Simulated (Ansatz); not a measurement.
# Zn (Fm-3m) in Ansatz: notebook

Runs on Zn. Level: PBEsol. Tasks: phonons, elastic constants.

Everything below comes from runs of Ansatz 0.2.0. Logs are shortened: lines on timing, memory, paths and dates and some standing lists are left out, and cuts for length are marked.

### Step 1. The crystal as given

The structure is cubic, space group Fm-3m (No. 225). The conventional cell has a = 3.930 Å, b = 3.930 Å, c = 3.930 Å, α = 90.00°, β = 90.00°, γ = 90.00°. Zn (site symmetry m-3m) has 12 Zn at 2.78 Å as nearest neighbours.

This isn't the form of Zn at room conditions, which is hcp.

### Step 2. Phonons, PBEsol

Input file input.yaml:

```yaml
crystal:
  lattice:
    - [0.0, 1.964776, 1.964776]
    - [1.964776, 0.0, 1.964776]
    - [1.964776, 1.964776, 0.0]
  atoms:
    - { symbol: Zn, position: [0.0, 0.0, 0.0] }
hamiltonian:
  xc: pbesol
  pseudopotentials: { kind: paw }
kpoints:
  mp_grid: { grid: [9, 9, 9] }
scf:
  occupations: { method: fermi_dirac, width: 0.05 }
phonons:
  method: dfpt
```

Potentials or basis: Ansatz PAW.

Launch:

```
$ ansatz run input.yaml --threads 2 --pin off --max-ram 5632MiB --backend cpu --events-out ev --progress --plain --runs-dir out
```

Output:

```text
Warning: RAYON_NUM_THREADS=2 ignored (pool sized by the plan → 2); use --threads N
Engine: ansatz 0.2.0, aarch64-unknown-linux-gnu
Pseudopotentials: kind: paw
Pseudopotential: Zn, paw, valence charge 12, recommended cutoff 420 eV (normal), Zn.paw.azcp
Functional definition: PBEsol
  exchange = pbesol_x
  correlation = pbesol_c
Crystal: 1 atoms, lattice volume = 15.169 Å³
Basis set: ecut = 420 eV, 307 PW (Γ), exchange–correlation on 40×40×40 points (8 copies of the dense FFT grid, shifted against one another)
Bands: 10, of which v1, the nominal top of the filled ones, is band 6 counted from 1 (5 counted from 0)
Symmetry: 48 space group operations
k-points: 75 of 729 (irreducible under 8 space group operations, time reversal used)
Non-local potential: Zn, projectors of the file, l = 0: 2, l = 1: 2, l = 2: 3, l = 3: 1
PAW form: soft (Blöchl's): semilocal exchange-correlation on the pseudo side does not see the compensation charge
PAW frozen core: Zn, regenerated for the run's functional, and the local potential with it (the file was generated under x = pbe(κ = 0.804, μ = 0.2195149727645171), c = pbe(β = 0.06672455060314922))
PAW one-centre angular grid: Zn, 590 points (default); XC on 64 Gauss nodes
Initial density: superposition of atomic densities (neutral atoms: chi_scale 0, normalization atom), corrected by the library's trained network
Initial wavefunctions: pseudopotential atomic-orbital guess
Functional: x = pbesol(κ = 0.804, μ = 0.12345679012345678), c = pbesol(β = 0.046)
SCF iter   1: F=—  HF=-3280.852396 eV  |F-HF|=—  |Δ(HF+E_count)|=         —  Δρ=3.82e-3  dr2=9.82e-4  ethr=1.77e-3  ⟨swp⟩=5.1  Hψ=4818  notcnv=0
preconditioner: auto → none  [insulator: Δε(μ)=0.320 eV  Ē_g=16.988 eV  σ=0.050 eV  W_gap=0.73  n_scr=0 (ndim 8)  ℏωp=33.0 eV  f_vac=0.000  D(μ)=0.34/eV (n_scr^D=0)  ε∞_Penn≈4.8]
SCF iter   2: F=—  HF=-3280.852016 eV  |F-HF|=—  |Δ(HF+E_count)|=   3.80e-4  Δρ=8.78e-4  dr2=8.78e-5  ethr=8.18e-6  ⟨swp⟩=2.1  Hψ=2058  notcnv=0
SCF iter   3: F=—  HF=-3280.851947 eV  |F-HF|=—  |Δ(HF+E_count)|=   6.86e-5  Δρ=7.38e-4  dr2=3.05e-5  ethr=7.31e-7  ⟨swp⟩=2.0  Hψ=1193  notcnv=0
SCF iter   4: F=—  HF=-3280.851955 eV  |F-HF|=—  |Δ(HF+E_count)|=   7.36e-6  Δρ=2.13e-4  dr2=4.37e-6  ethr=2.54e-7  ⟨swp⟩=2.0  Hψ=1106  notcnv=0
SCF iter   5: F=—  HF=-3280.851953 eV  |F-HF|=—  |Δ(HF+E_count)|=   1.57e-6  Δρ=1.23e-4  dr2=1.38e-6  ethr=3.64e-8  ⟨swp⟩=2.0  Hψ=1097  notcnv=0
SCF iter   6: F=—  HF=-3280.851953 eV  |F-HF|=—  |Δ(HF+E_count)|=   3.73e-7  Δρ=1.79e-5  dr2=2.79e-8  ethr=1.15e-8  ⟨swp⟩=2.0  Hψ=1097  notcnv=0
SCF iter   7: F=—  HF=-3280.851953 eV  |F-HF|=—  |Δ(HF+E_count)|=   8.64e-9  Δρ=1.71e-6  dr2=2.35e-10  ethr=2.32e-10  ⟨swp⟩=2.0  Hψ=1145  notcnv=0
SCF iter   8: F=-3280.851953 eV  HF=-3280.851953 eV  |F-HF|=4.09e-12  |Δ(HF+E_count)|=  2.91e-11  Δρ=2.43e-7  dr2=4.42e-12  ethr=1.00e-12  ⟨swp⟩=3.7  Hψ=3321  notcnv=0
SCF 1 converged in 8 iterations: F = -3280.851953 eV  dr2 = 4.42e-12
DFPT response loops at Γ: preconditioner auto → Kerker (q_TF=auto, 2.624 Å⁻¹) (partly filled bands, converged f_vac=0.000); β = 1.00, the filter's whole step (`scf.mixing.beta` (0.50) is not read by the response loops under this deck's `scf.mixing.preconditioner`; to damp them name `kerker` or `kerker_dos`, under which they read `scf.mixing.beta`, and type it under 1.00, their step now; both keys bind the ground state too); Broyden in place of MSR1
SCF converged after 8 iterations
Free energy (F): -3280.851953 eV
Harris-Foulkes:  -3280.851953 eV  (|F-HF|=4.09e-12)
Internal energy: -3280.849218 eV  (E = F + TS)
E sigma→0 (E₀):  -3280.850585 eV
Entropy (-TS):   -0.002735 eV (-2.735 meV/atom)
Fermi energy:    10.750452 eV
--- Per-component energies (eV) ---
  E_band       = 47.857335
  E_kinetic    = 131.063244
  E_local      = -1530.949176  (includes V_loc(G=0)·N_el)
  E_nonlocal   = 612.015275
  E_hartree    = 640.052419
  E_xc         = -136.162053
  E_vxc        = -53.085464  (∫ρ·V_xc dr)
  E_paw        = -1787.994179  (= ΣΔE_a)
  E_vpaw       = -391.290902  (= ΣTr[D̂ρ^β])
  E_aug_tail   = -0.000371  (compensation charges beyond the density's cutoff)
  E_ewald      = -1209.671730
  E_core_change = 0.797355  (= ΣΔE_core)
  E_smearing   = -0.002735  (= −TS)
  E_closure    = -0.000000  (closes the sum)
  Σ components = -3280.851953   (vs F -3280.851953, Δ=0.00e0)
--- Band table (eV; the first three rows and the last of 75) ---
  k-point 0: bands = ["0.4936", "3.2933", "3.2933", "3.2933", "3.6776", "3.6776", "29.0259", "29.0259", "29.0259", "29.3977"]
  k-point 1: bands = ["0.8625", "3.2671", "3.3322", "3.3322", "3.6686", "3.6686", "24.5900", "28.1020", "28.1020", "29.1804"]
  k-point 2: bands = ["1.8520", "3.3268", "3.3767", "3.3767", "3.7032", "3.7032", "19.3703", "26.9951", "26.9951", "28.8523"]
  k-point 74: bands = ["2.9602", "3.0935", "3.2827", "3.7143", "4.0063", "11.0221", "13.9053", "14.7828", "15.9015", "31.4041"]
--- Phonons (Γ-DFPT): 1 representative perturbation + reference, on 75 of 729 k-points (Σ response iterations 4) ---
  k mesh reduced under 8 symmetry operations, with k and −k counted as one. Each operation leaves every solved perturbation unchanged. A smaller set is not used because it would not reduce the number of displacements times k-points to solve
  ASR residual: 6.600e-5 → 0.000e0 eV/Å²; symmetrization residual: 4.066e-20 eV/Å²
  ASR residual per site (eV/Å²): 6.60e-5
  Γ frequencies (cm⁻¹): 0.00 0.00 0.00
  non-analytic LO–TO correction: not included (Born effective charges unavailable; polar crystals: no LO–TO splitting at Γ)
```

Wall time 1.2 s (2 threads of Arm Neoverse V2, shared host); peak memory 0.32 GiB.

What came out:

| Quantity | Value |
| --- | --- |
| Free energy | -3280.8520 eV |
| Band gap on the k mesh | none (metal or under the smearing width) |

Caveat: the PAW data sets come from PBE, with cores solved anew for the run's functional, which leaves a small shift of forces and pressure.

### Step 3. Elastic constants, PBEsol

input.yaml: that of step 2 with these lines changed.

```diff
@@ -14,3 +14,7 @@
   occupations: { method: fermi_dirac, width: 0.05 }
-phonons:
-  method: dfpt
+output:
+  forces: true
+  stress: true
+elastic:
+  mode: relaxed_ion
+  stencil: two_point
```

Potentials or basis: Ansatz PAW.

Launch:

```
$ ansatz run input.yaml --threads 2 --pin off --max-ram 5632MiB --backend cpu --events-out ev --progress --plain --runs-dir out
```

Output:

```text
Warning: RAYON_NUM_THREADS=2 ignored (pool sized by the plan → 2); use --threads N
Engine: ansatz 0.2.0, aarch64-unknown-linux-gnu
Pseudopotentials: kind: paw
Pseudopotential: Zn, paw, valence charge 12, recommended cutoff 420 eV (normal), Zn.paw.azcp
Functional definition: PBEsol
  exchange = pbesol_x
  correlation = pbesol_c
Crystal: 1 atoms, lattice volume = 15.169 Å³
Basis set: ecut = 420 eV, 307 PW (Γ), exchange–correlation on 40×40×40 points (8 copies of the dense FFT grid, shifted against one another)
Bands: 10, of which v1, the nominal top of the filled ones, is band 6 counted from 1 (5 counted from 0)
Symmetry: 48 space group operations
Space group: Fm-3m (ITA 225), of the structure as read, at distance tolerance 2.5e-5 Å
k-points: 35 of 729
Non-local potential: Zn, projectors of the file, l = 0: 2, l = 1: 2, l = 2: 3, l = 3: 1
[... 100 lines left out ...]
  strains applied: 11, 23; error gains: componentwise 1.00 (the most a stress slope's error grows in a printed constant), spectral 1.73 (1 for all six strains in a standard setting)
  C = ∂σ_k/∂η_j (tension-positive GPa; Voigt order 11 22 33 23 13 12):
       143.586     17.757     17.757      0.000     -0.000     -0.000
        17.757    143.586     17.757     -0.000      0.000      0.000
        17.757     17.757    143.586      0.000      0.000     -0.000
        -0.000      0.000      0.000    -63.655     -0.000      0.000
         0.000      0.000     -0.000      0.000    -63.655     -0.000
        -0.000      0.000     -0.000      0.000      0.000    -63.655
  reference stress σ⁰ (GPa):      4.904      4.904      4.904     -0.000      0.000      0.000
  C* (energy form; C + prestress term) asymmetry max|C*_kj − C*_jk| = 2.132e-14 GPa — a small one proves nothing (zero by symmetry where the batch's group is 432, −43m or m−3m); a large one is finite-difference/SCF noise where every solve meets its electron count
  moduli (Voigt/Reuss/Hill, GPa): K = 59.70/59.70/59.70   G = -13.03/-325.94/-169.49   E = -9471.47   ν = 26.942
  mechanically stable: NO (min eigenvalue of sym C = -63.65 GPa)
  strain η (Voigt 11):  stress-route row diagonal C_11 = 143.59 GPa, energy-path curvature d²(F+E_count+ΔE)/dδ²/Ω₀ = 143.41 GPa
         δ    σ_11 (GPa)             F (eV)   n_scf  n_hpsi   n_pw
    -2.000e-3       4.6125       -3280.8528441       7   17870    307   relax 0 steps, max|allowed force component| 0.00e0 eV/Å
     2.000e-3       5.1868       -3280.8509910       5   14190    310   relax 0 steps, max|allowed force component| 0.00e0 eV/Å
  strain η (Voigt 23):  stress-route row diagonal C_44 = -63.65 GPa, energy-path curvature d²(F+E_count+ΔE)/dδ²/Ω₀ = -66.36 GPa
         δ    σ_23 (GPa)             F (eV)   n_scf  n_hpsi   n_pw
    -2.000e-3       0.1273       -3280.8519560       8   26989    308   relax 0 steps, max|allowed force component| 0.00e0 eV/Å
     2.000e-3      -0.1273       -3280.8519560       5   23280    308   relax 0 steps, max|allowed force component| 0.00e0 eV/Å
```

elastic_members.tsv:

```text
# convention: tension-positive GPa; Voigt order 11 22 33 23 13 12; engineering shear strains; stresses and constants hold the Pulay correction, whose part of sigma0, of c and of each member's stress the lines and columns named pulay_correction_..._gpa give (of c_energy it is that of c and, on the columns of strains 1 to 3, that of sigma0; of a layer's constants it is that of c in the plane, times a tenth of its plane spacing in ang); where a line pulay_correction_withheld stands none holds it
[... 10 lines left out ...]
3	2.0000000000e-3	4.8962870524e0	4.9071683829e0	4.9071683829e0	-1.2730926124e-1	-1.6676000518e-14	1.3340800414e-14	-3.2808519560e3	-3.2808506003e3	5	23280	308	0	0.0000000000e0	0.0000000000e0	-1.0516039459e-1	-1.0531632968e-1	-1.0531632968e-1	-8.9160869299e-4	-4.8855470267e-18	3.9355795493e-18	-1.2213068188e-5	0.0000000000e0
```

Wall time 2.4 s (2 threads of Arm Neoverse V2, shared host); peak memory 0.29 GiB.

What came out:

```yaml
Free_energy: -3280.8520 eV
Pressure: -4.9 GPa
Band_gap_on_the_k_mesh: none (metal or under the smearing width)
Elastic_constants_C11_C12_C44: 144, 18, -64 GPa
Voigt_bulk_modulus: 60 GPa
```

Elastic tensor in Voigt notation (GPa, in the Cartesian axes of the cell as first typed):
```
144  18  18   0   0   0
 18 144  18   0   0   0
 18  18 144   0   0   0
  0   0   0 -64   0   0
  0   0   0   0 -64   0
  0   0   0   0   0 -64
```

Caveat: the cell is more than 3 GPa from zero pressure, which shifts response properties; the elastic tensor has a negative eigenvalue, so either the cell is unstable as it stands or the mesh is too thin; the PAW data sets come from PBE, with cores solved anew for the run's functional, which leaves a small shift of forces and pressure.
